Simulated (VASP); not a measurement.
# SrTiO3 in VASP: one cell, several levels of theory

Aim: gap, levels, forces and stress of SrTiO3 in the cubic perovskite structure at fixed geometry. Runs: PBE, r2SCAN. The results are then set beside those of Ansatz 0.2.0 for the same cell.

The runs shown are made with VASP 6.6.1. PAW datasets, plane waves. Calculated at 0 K for a non-magnetic cell.

### 1 The system as given

The cell comes from an earlier relaxation with r2SCAN in another program.

Space group Pm-3m (No. 221), cubic; a = 3.907 Å in the conventional setting, 11.93 Å³ an atom. Around Sr lie 12 O at 2.76 Å; around Ti lie 6 O at 1.95 Å; around O lie 2 Ti at 1.95 Å and 4 Sr at 2.76 Å.

As a file:

```cif
data_structure
_symmetry_space_group_name_H-M 'P 1'
_symmetry_Int_Tables_number 1
_cell_length_a 3.9069
_cell_length_b 3.9069
_cell_length_c 3.9069
_cell_angle_alpha 90.000
_cell_angle_beta 90.000
_cell_angle_gamma 90.000
_cell_volume 59.63
loop_
_atom_site_label
_atom_site_type_symbol
_atom_site_fract_x
_atom_site_fract_y
_atom_site_fract_z
_atom_site_occupancy
Sr1 Sr 0.00000 0.00000 0.00000 1
Ti1 Ti 0.50000 0.50000 0.50000 1
O1 O 0.50000 0.50000 0.00000 1
O2 O 0.50000 0.00000 0.50000 1
O3 O 0.00000 0.50000 0.50000 1
```

### 2 PBE

File INCAR:

```
ENCUT = 520.000000
SIGMA = 0.020000
EDIFF = 1.00e-07
GGA = PE
PREC = Accurate
IBRION = -1
ISIF = 2
ISMEAR = -1
NBANDS = 28
NELM = 120
NSW = 0
LASPH = .TRUE.
LCHARG = .FALSE.
LWAVE = .FALSE.
LREAL = .FALSE.
```

File KPOINTS:

```
KPOINTS created by Atomic Simulation Environment
0
Gamma
6 6 6
0 0 0
```

File KPOINTS_OPT:

```
special points
4
Reciprocal
0.0000000000 0.0000000000 0.0000000000 1
0.0000000000 0.5000000000 0.0000000000 1
0.5000000000 0.5000000000 0.0000000000 1
0.5000000000 0.5000000000 0.5000000000 1
```

File POSCAR:

```
Sr Ti O
 1.0000000000000000
     3.9068515015636387    0.0000000000000000    0.0000000000000000
     0.0000000000000000    3.9068515015636387    0.0000000000000000
     0.0000000000000000    0.0000000000000000    3.9068515015636387
 Sr  Ti  O
   1   1   3
Cartesian
  0.0000000000000000 -0.0000000000000000  0.0000000000000000
  1.9534257507818193  1.9534257507818193  1.9534257507818193
  1.9534257507818193  1.9534257507818193 -0.0000000000000000
  1.9534257507818193  0.0000000000000000  1.9534257507818193
  0.0000000000000000  1.9534257507818193  1.9534257507818193
```

Potentials: the recommended PBE PAW datasets, 40 valence electrons in the neutral cell.

Command:

```bash
> mpirun -np 1 vasp_std
```

Standard output, without the iteration lines:

```text
POSCAR found type information on POSCAR SrTiO
 POSCAR found :  3 types and       5 ions
 LDA part: xc-table for (Slater+PW92), standard interpolation
 POSCAR, INCAR and KPOINTS ok, starting setup
 FFT: planning ... GRIDC
 FFT: planning ... GRID_SOFT
 FFT: planning ... GRID
 WAVECAR not read
 entering main loop
 Start KPOINTS_OPT (optional k-point list driver)
k-point batch [1-4\4]
```

OSZICAR:

```text
N       E                     dE             d eps       ncg     rms          rms(c)
DAV:   1     0.437791704635E+03    0.43779E+03   -0.21697E+04  1120   0.159E+03
DAV:   2    -0.539788698240E+00   -0.43833E+03   -0.41660E+03  1252   0.441E+02
DAV:   3    -0.477995755490E+02   -0.47260E+02   -0.46783E+02  1488   0.140E+02
DAV:   4    -0.503002413054E+02   -0.25007E+01   -0.24951E+01  1704   0.273E+01
DAV:   5    -0.503709835505E+02   -0.70742E-01   -0.70724E-01  1528   0.391E+00    0.266E+01
DAV:   6    -0.401484101829E+02    0.10223E+02   -0.52560E+01  1568   0.645E+01    0.147E+01
DAV:   7    -0.401585436182E+02   -0.10133E-01   -0.75116E+00  1488   0.208E+01    0.109E+01
DAV:   8    -0.401415472792E+02    0.16996E-01   -0.13713E+00  1356   0.123E+01    0.287E+00
DAV:   9    -0.400903635039E+02    0.51184E-01   -0.32095E-01  1452   0.516E+00    0.117E+00
DAV:  10    -0.400843451036E+02    0.60184E-02   -0.93751E-02  1384   0.216E+00    0.694E-01
DAV:  11    -0.400786452840E+02    0.56998E-02   -0.23473E-02  1744   0.142E+00    0.138E-01
DAV:  12    -0.400786648898E+02   -0.19606E-04   -0.13948E-03  1380   0.383E-01    0.120E-01
DAV:  13    -0.400786425558E+02    0.22334E-04   -0.37181E-04  1624   0.144E-01    0.373E-02
DAV:  14    -0.400786506398E+02   -0.80840E-05   -0.10223E-04  1440   0.573E-02    0.282E-02
DAV:  15    -0.400786446736E+02    0.59662E-05   -0.30198E-05  1576   0.509E-02    0.126E-02
DAV:  16    -0.400786444870E+02    0.18656E-06   -0.66635E-06  1296   0.284E-02    0.233E-03
DAV:  17    -0.400786445707E+02   -0.83656E-07   -0.44840E-07  1384   0.490E-03
   1 F= -.40078645E+02 E0= -.40078645E+02  d E =-.869514E-13
       N       E                     dE             ncg
DAV:   1     0.115306870024E+04   -0.40426E+04      224
DAV:   2    -0.379390663595E+03   -0.15325E+04      240
DAV:   3    -0.560061793406E+03   -0.18067E+03      340
DAV:   4    -0.568428388205E+03   -0.83666E+01      288
DAV:   5    -0.568751559902E+03   -0.32317E+00      296
DAV:   6    -0.568757851940E+03   -0.62920E-02      308
DAV:   7    -0.568757921963E+03   -0.70023E-04      304
DAV:   8    -0.568757922843E+03   -0.88031E-06      272
DAV:   9    -0.568757922855E+03   -0.11668E-07      192
```

The lines after F= are the extra pass for the points of KPOINTS_OPT, at fixed density; their E is not a total energy.

OUTCAR, selected sections:

```text
k-points           NKPTS =     20   k-points in BZ     NKDIM =     20   number of bands    NBANDS=     28

   NELECT =      40.0000    total number of electrons

   dimension x,y,z NGX =    30 NGY =   30 NGZ =   30
   dimension x,y,z NGXF=    60 NGYF=   60 NGZF=   60

  energy-cutoff  :      520.00
  volume of cell :       59.63
      direct lattice vectors                 reciprocal lattice vectors
     3.906851502  0.000000000  0.000000000     0.255960586  0.000000000  0.000000000
     0.000000000  3.906851502  0.000000000     0.000000000  0.255960586  0.000000000
     0.000000000  0.000000000  3.906851502     0.000000000  0.000000000  0.255960586

 k-points in reciprocal lattice and weights: KPOINTS created by Atomic Simulation Env
   0.00000000  0.00000000  0.00000000       0.005
   0.16666667  0.00000000  0.00000000       0.028
   0.33333333  0.00000000  0.00000000       0.028
   0.50000000  0.00000000  0.00000000       0.014
   0.16666667  0.16666667  0.00000000       0.056
   0.33333333  0.16666667  0.00000000       0.111
   0.50000000  0.16666667  0.00000000       0.056
   0.33333333  0.33333333  0.00000000       0.056
[... 12 more k-points ...]

 E-fermi :   4.6826

 k-point     1 :       0.0000    0.0000    0.0000
  band No.  band energies     occupation
      1     -52.3178      2.00000
      2     -28.6406      2.00000
      3     -28.5630      2.00000
      4     -28.5630      2.00000
      5     -28.5630      2.00000
      6     -13.2693      2.00000
      7     -12.2865      2.00000
      8     -12.2865      2.00000
      9     -10.6321      2.00000
     10     -10.6321      2.00000
     11     -10.6321      2.00000
     12       1.3319      2.00000
     13       1.3319      2.00000
     14       1.3319      2.00000
     15       2.9868      2.00000
     16       2.9868      2.00000
     17       2.9868      2.00000
     18       3.7976      2.00000
     19       3.7976      2.00000
     20       3.7976      2.00000
     21       6.0064      0.00000
     22       6.0064      0.00000
     23       6.0064      0.00000
     24       8.4482      0.00000
     25       8.4483      0.00000
     26       9.5547      0.00000
     27       9.5547      0.00000
     28      10.3530      0.00000

 k-point     2 :       0.1667    0.0000    0.0000
  band No.  band energies     occupation
      1     -52.3174      2.00000
      2     -28.6705      2.00000
      3     -28.5623      2.00000
      4     -28.5623      2.00000
      5     -28.5451      2.00000
      6     -13.2880      2.00000
      7     -12.2821      2.00000
      8     -12.2769      2.00000
      9     -10.6205      2.00000
     10     -10.6205      2.00000
     11     -10.4569      2.00000
     12       0.9807      2.00000
     13       1.3144      2.00000
     14       1.3144      2.00000
     15       2.6475      2.00000
     16       2.6475      2.00000
     17       2.7554      2.00000
     18       3.0432      2.00000
     19       3.6493      2.00000
     20       3.6493      2.00000
     21       6.0471      0.00000
     22       6.5785      0.00000
     23       6.5785      0.00000
     24       8.4539      0.00000
     25       9.1913      0.00000
     26       9.9963      0.00000
     27      10.0247      0.00000
     28      11.0018      0.00000

 k-point     3 :       0.3333    0.0000    0.0000
  band No.  band energies     occupation
      1     -52.3166      2.00000
      2     -28.7171      2.00000
      3     -28.5609      2.00000
      4     -28.5609      2.00000
      5     -28.5217      2.00000
      6     -13.4116      2.00000
      7     -12.2566      2.00000
      8     -12.1053      2.00000
      9     -10.5972      2.00000
     10     -10.5972      2.00000
     11     -10.1695      2.00000
     12       0.2327      2.00000
     13       1.2967      2.00000
     14       1.2967      2.00000
     15       2.0401      2.00000
     16       2.0731      2.00000
     17       2.0731      2.00000
     18       2.3519      2.00000
     19       3.4842      2.00000
     20       3.4842      2.00000
     21       6.1317      0.00000
     22       7.5062      0.00000
     23       7.5062      0.00000
     24       8.4607      0.00000
     25      10.2314      0.00000
     26      10.9664      0.00000
     27      11.0021      0.00000
     28      12.2580      0.00000

 k-point     4 :       0.5000    0.0000    0.0000
  band No.  band energies     occupation
      1     -52.3163      2.00000
      2     -28.7380      2.00000
      3     -28.5602      2.00000
      4     -28.5602      2.00000
      5     -28.5123      2.00000
      6     -13.4932      2.00000
      7     -12.2464      2.00000
      8     -11.9659      2.00000
      9     -10.5854      2.00000
     10     -10.5854      2.00000
     11     -10.0475      2.00000
     12      -0.1636      2.00000
     13       1.3115      2.00000
     14       1.3115      2.00000
     15       1.6763      2.00000
     16       1.8052      2.00000
     17       1.8052      2.00000
     18       2.1721      2.00000
     19       3.4225      2.00000
     20       3.4225      2.00000
     21       6.1756      0.00000
     22       7.9260      0.00000
     23       7.9260      0.00000
     24       8.4633      0.00000
     25      10.6597      0.00000
     26      11.4522      0.00000
     27      11.5701      0.00000
     28      12.1679      0.00000

 k-point     5 :       0.1667    0.1667    0.0000
  band No.  band energies     occupation
      1     -52.3170      2.00000
      2     -28.6782      2.00000
      3     -28.5803      2.00000
      4     -28.5616      2.00000
      5     -28.5310      2.00000
      6     -13.2542      2.00000
      7     -12.3291      2.00000
      8     -12.2478      2.00000
      9     -10.6084      2.00000
     10     -10.5249      2.00000
     11     -10.4071      2.00000
     12       0.7808      2.00000
     13       1.1395      2.00000
     14       1.2999      2.00000
     15       1.9644      2.00000
     16       2.4036      2.00000
     17       2.8612      2.00000
     18       2.9722      2.00000
     19       3.3196      2.00000
     20       3.4211      2.00000
     21       6.5399      0.00000
     22       6.6646      0.00000
     23       6.8672      0.00000
     24       8.8164      0.00000
     25       9.6256      0.00000
     26      10.3962      0.00000
     27      10.4464      0.00000
     28      11.3996      0.00000

[... the tables of k-points 6 to 20 left out ...]

  Total        1.7523766      1.7523766      1.7523766     -0.0000000      0.0000000      0.0000000
  in kB       47.0822613     47.0822613     47.0822613     -0.0000000      0.0000000      0.0000000
  external PRESSURE =      47.0822613 kB  Pullay stress =       0.0000000 kB

 POSITION                                       TOTAL-FORCE (eV/Angst)
 -----------------------------------------------------------------------------------
      0.00000      0.00000      0.00000         0.000000      0.000000      0.000000
      1.95343      1.95343      1.95343         0.000000      0.000000      0.000000
      1.95343      1.95343      0.00000         0.000000      0.000000      0.000000
      1.95343      0.00000      1.95343         0.000000      0.000000      0.000000
      0.00000      1.95343      1.95343         0.000000      0.000000      0.000000
 -----------------------------------------------------------------------------------
    total drift:                                0.000000      0.000000     -0.000000

  FREE ENERGIE OF THE ION-ELECTRON SYSTEM (eV)
  ---------------------------------------------------
  free  energy   TOTEN  =       -40.0786445707 eV

  energy  without entropy=      -40.0786445707  energy(sigma->0) =      -40.07864457
```

Hardware: 1 MPI rank of Intel Xeon Platinum 8488C, shared host.

The levels at the points of KPOINTS_OPT are read from vasprun.xml.

Levels at the named points, in eV from the top of band v (v: the last filled band by count, c: the next):

```tsv
point	v−1	v	c	c+1
Γ	-0.36	-0.36	1.85	1.85
X	-0.73	-0.73	2.02	3.77
M	-1.57	-0.09	3.78	3.78
R	0.00	0.00	4.45	4.45
```

PBE gives an indirect gap of 1.85 eV, from R to Γ; the least direct gap is 2.21 eV. The pressure is 4.71 GPa; the forces vanish within 0.01 eV/Å.

[end of part 1 of 2]
